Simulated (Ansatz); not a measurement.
# NaF, response to strain

The reference is NaF in the rock salt structure (space group Fm-3m, No. 225; a = 4.701 Å).

Strains are applied to the cell and any free atomic positions relax.

All numbers come from PBE, PAW, 420 eV (Ansatz, a first-principles code; no SOC).

```tsv
isotropic strain (%)	pressure (GPa)
-2.5	4.0
-2	?
-1.5	2.3
-1	1.4
-0.5	0.7
0	0.0
1	-1.2
2	-2.3
3	-3.3
```

### Question
Fit P = P₀ − Bδ + Cδ² with δ = (1 + ε)³ − 1 to the rows shown and predict the withheld row.

### Answer
Least squares on the printed values gives P₀ = 0.0 GPa, B = 45.7 GPa, C = 113 GPa (largest residual 0.1 GPa); this predicts 3.1 GPa, and the run gives 3.1 GPa, in agreement.

Stability against distortions was not tested.
